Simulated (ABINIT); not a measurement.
SrO, 2 atoms in the cell. The structure is cubic, space group Fm-3m (No. 225). Conventional cell: a = 5.133 Å, b = 5.133 Å, c = 5.133 Å, α = 90.00°, β = 90.00°, γ = 90.00°. Sr (site symmetry m-3m) has 6 O at 2.57 Å as nearest neighbours. Around O (site symmetry m-3m) lie 6 Sr at 2.57 Å. 

* Program: ABINIT 10.8.3 (patched build)
* Task: single point
* Functional: r2SCAN
* Potentials or basis: JTH PAW PBE v2.0
* Cutoff: 762 eV
* k mesh: 7 × 7 × 7
* Occupations: fermi-dirac, width 0.05 eV
* Spin: no spin polarisation
* Fine-grid cutoff: 1360.57 eV

Potentials or basis: JTH PAW PBE v2.0.

Launch:

```bash
$ abinit run.abi > log 2>&1
```

Hardware: 1 thread of Arm Neoverse V2, on a shared host.

Question: Estimate the wall time of this run.

Answer: It took 46 s on 1 thread of Arm Neoverse V2 (shared host), peak memory 0.13 GiB. Counts: scf iterations 10, mpi ranks 1, k points 20, bands 12, plane waves 1631.
